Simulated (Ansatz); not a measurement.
HgSe, DFT, PBEsol, all-electron LAPW, scalar-relativistic (Ansatz 0.2.0), run on 1 thread of Arm Neoverse V1 on a shared host.

The cell is COD entry 1538962, as deposited and not checked against the literature; nothing was relaxed.

Command: `ansatz run input.yaml --threads 1 --pin off --max-ram 3072MiB --backend cpu --events-out ev --progress --plain --runs-dir out`

```yaml
crystal:
  lattice:
    - [0.0, 3.036, 3.036]
    - [3.036, 0.0, 3.036]
    - [3.036, 3.036, 0.0]
  atoms:
    - { symbol: Hg, position: [0.0, 0.0, 0.0] }
    - { symbol: Se, position: [0.75, 0.75, 0.75] }
kpoints:
  mp_grid: { grid: [8, 8, 8] }
  band_path:
    path:
      - [0.0, 0.0, 0.0]
      - [-0.5, -0.5, 0.0]
      - [-0.375, -0.375, 0.25]
      - [-0.375, 0.0, 0.375]
      - [0.0, 0.0, 0.0]
      - [0.0, 0.0, 0.5]
      - [-0.5, -0.25, 0.25]
      - [-0.5, -0.5, 0.0]
    npoints: 14
scf:
  occupations: { method: fermi_dirac, width: 0.01 }
hamiltonian:
  xc: pbesol
  pseudopotentials: { kind: all_electron, lapw: { basis_error: 0.0005 } }
output:
  forces: true
  stress: true
  eigenvalues: true
  populations: true
  dos: { projected: true, de: 0.2, e_range: [-14, 8] }
```

How large is the problem that the program sets up?

29 irreducible k-points, 645 plane waves at Γ, 41 bands.

About how long does it take, and how much memory does it use?

52 s of wall time for 7 SCF iterations, with a peak of 0.35 GiB. Times on shared machines scatter by tens of per cent.

And the same cell and mesh by frozen-core PAW, asked for forces, stress, eigenvalues, efg, populations, bader, dos, write_density, write_potential, elf and the same band path, on the same hardware?

24 s, peak memory 0.41 GiB.

And the same cell and mesh by crystal-made all-electron datasets, asked for forces, stress, eigenvalues, efg and the same band path, on the same hardware?

20 s, peak memory 0.52 GiB.
